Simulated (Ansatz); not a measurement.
CdSe:

```
Cd Se
1.0
     0.00000    3.07027    3.07027
     3.07027    0.00000    3.07027
     3.07027    3.07027    0.00000
Cd Se
1 1
Direct
  0.00000 0.00000 0.00000
  0.25000 0.25000 0.25000
```

Measurements of this composition are mostly on another form, of space group No. 186.

Program: Ansatz 0.2.0. Alike in all runs: task band structure; potentials or basis Ansatz PAW; cell as given; smearing fermi-dirac 0.05 eV. Hardware: 2 threads of Intel(R) Xeon(R) Processor @ 2.50GHz (Skylake/Cascade Lake), on a shared host.

Question: Order these runs on this cell by their wall time, lowest first.
A. level r2SCAN; spin SOC, no magnetisation; k mesh 6 × 6 × 6; cutoff (eV) 500; points for each segment of the path 14; mesh quality not flagged
B. level LDA; spin off; k mesh 8 × 8 × 8; cutoff (eV) 420; points for each segment of the path 14; mesh quality not flagged
C. level HF; spin off; k mesh 4 × 4 × 4; cutoff (eV) 420; points for each segment of the path 4; mesh quality coarse

Answer: B (19 s), A (120 s), C (380 s).

Caveats: some runs use coarse meshes.

Runs at the PBE level aren't shown here.
